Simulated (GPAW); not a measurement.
Write an ASE script for GPAW 26.7.0 that does the following.

```
Task                : relaxation of cell and atoms
Functional          : PBEsol
Potentials or basis : PAW data sets generated in the run's folder for this functional
Cutoff              : 600 eV
Basis               : pw
k mesh              : 6 × 6 × 6
Occupations         : fermi-dirac, width 0.05 eV
Spin                : collinear spin, ferromagnetic start
Starting moments    : [4.0, 4.0, 4.0, 0.0] μB
Target pressure     : 30 GPa
Maxiter             : 150
Optimizer           : BFGS
Fmax                : 0.02 eV/Å
Max steps           : 60
Target pressure     : 30 GPa
Convergence         : density=1e-05 forces=0.0001
```

Mn3Si:

```
Mn Si
1.0
     0.00000    2.86100    2.86100
     2.86100    0.00000    2.86100
     2.86100    2.86100    0.00000
Mn Si
3 1
Direct
  0.75000 0.75000 0.75000
  0.25000 0.25000 0.25000
  0.50000 0.50000 0.50000
  0.00000 0.00000 0.00000
```

The input as run:

run.py

```python
from ase import Atoms
from ase.filters import FrechetCellFilter
from ase.io import write
from ase.optimize import BFGS
from ase.units import GPa
from gpaw import GPAW, PW, setup_paths

setup_paths.insert(0, '.')

atoms = Atoms(['Mn', 'Mn', 'Mn', 'Si'],
              cell=[[0.0, 2.861, 2.861],
                    [2.861, 0.0, 2.861],
                    [2.861, 2.861, 0.0]],
              scaled_positions=[[0.75, 0.75, 0.75],
                                [0.25, 0.25, 0.25],
                                [0.5, 0.5, 0.5],
                                [0.0, 0.0, 0.0]],
              pbc=True)
atoms.set_initial_magnetic_moments([4.0, 4.0, 4.0, 0.0])

calc = GPAW(mode=PW(600),
            xc='PBEsol',
            kpts={'size': (6, 6, 6), 'gamma': True},
            occupations={'name': 'fermi-dirac', 'width': 0.05},
            nbands=44,
            convergence={'density': 1e-05, 'forces': 0.0001},
            maxiter=150,
            txt='gpaw.txt')
atoms.calc = calc
opt = BFGS(FrechetCellFilter(atoms, scalar_pressure=30 * GPa), trajectory='relax.traj', logfile='-')
done = opt.run(fmax=0.02, steps=60)
calc.write('gs.gpw')
write('result.traj', atoms)
print('Converged:', done)
print('Cell:', atoms.cell.cellpar().round(4))
print('Volume:', round(atoms.get_volume(), 4))
print(atoms.get_scaled_positions().round(5))
```

Potentials or basis: PAW data sets generated in the run's folder for this functional, pw.

The run is started by

```sh
$ gpaw-setup -f PBEsol Mn Si
$ OMP_NUM_THREADS=1 python run.py
```

Results of the run:

```json
{
  "Relaxed volume": "9.81 Å³/atom",
  "Relaxed cell": "a = 3.814 Å, b = 3.814 Å, c = 3.814 Å, α = 60.00°, β = 60.00°, γ = 60.00°",
  "Space group after relaxing (to 0.05 Å)": "Fm-3m (No. 225)",
  "Energy change on relaxing (the enthalpy is what falls)": "+52.2 meV/atom",
  "Ionic steps": "5",
  "Pressure after relaxing": "30.0 GPa",
  "Band gap on the k mesh": "none (metal or under the smearing width)",
  "Net moment": "1.71 μB per cell",
  "Site moments": "Mn +0.04, +1.56; Si +0.01 μB"
}
```

Caveat: each step starts from the last one's moments, so a moment once lost doesn't come back; later steps reuse the first step's grids; the volume moved by over 15 % at a fixed basis, so the end points are rough.

Run time: 5.4 min on 1 thread of Intel(R) Xeon(R) 6975P-C (Granite Rapids) (shared host), peak memory 0.32 GiB.
